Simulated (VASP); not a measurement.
The system is BP.

```
P B
1.0
     0.00000    2.26900    2.26900
     2.26900    0.00000    2.26900
     2.26900    2.26900    0.00000
P B
1 1
Direct
  0.75000 0.75000 0.75000
  0.00000 0.00000 0.00000
```

Base run:

- Program: VASP 6.6.1
- Functional: r2SCAN
- Potentials or basis: VASP PAW PBE potentials, release 64 (P, B)
- Cutoff: 520 eV
- k mesh: 10 × 10 × 10
- Occupations: fermi-dirac, width 0.05 eV
- Spin: no spin polarisation

Its results: band gap on the k mesh 1.45 eV, indirect (least direct gap 3.64 eV).

Question: The run is repeated on the same cell with these changes: functional from r2SCAN to PW91. What comes out?

Answer: Band gap on the k mesh 1.27 eV, indirect (least direct gap 3.43 eV).

r2SCAN gives the wider gap, since meta-GGAs in the generalised Kohn-Sham scheme recover part of the derivative discontinuity.
